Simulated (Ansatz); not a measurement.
Runs of Ansatz 0.2.0 on Ni. The structure is cubic, space group Im-3m (No. 229). Conventional cell: a = 2.767 Å, b = 2.767 Å, c = 2.767 Å, α = 90.00°, β = 90.00°, γ = 90.00°. Ni (site symmetry m-3m) is surrounded by 8 Ni at 2.40 Å. This isn't the form of Ni at room conditions, which is fcc.

```tsv
task	level	cell	points for each segment of the path	gap on the mesh (eV)	pressure (GPa)	moment (μB)	relaxed volume (Å³/atom)
band structure	RPBE	as given	14	none	(b)	0.60	-
band structure	revPBE	as given	14	none	12.0	0.59	-
band structure	PBEsol	as given	14	none	-2.4	0.59	-
relaxation of cell and atoms	PBEsol	relaxed	-	none	0.0	(a)	10.48
relaxation of cell and atoms	LDA	relaxed	-	none	0.0	0.24	10.06
```

Alike in all rows: potentials or basis Ansatz PAW; spin collinear, ferromagnetic start; k mesh 13 × 13 × 13; cutoff (eV) 420; smearing fermi-dirac 0.05 eV.

**Question.** Fill in the values left out.

**Answer.** (a) 0.58; (b) 13.6.

Caveats: the PAW data sets come from PBE, with cores solved anew for the run's functional, which leaves a small shift of forces and pressure; the plane-wave basis is chosen anew once the cell has moved, so the energies of steps on either side of that aren't comparable (some runs).

A gap of «none» marks a metal or a gap under the smearing width.
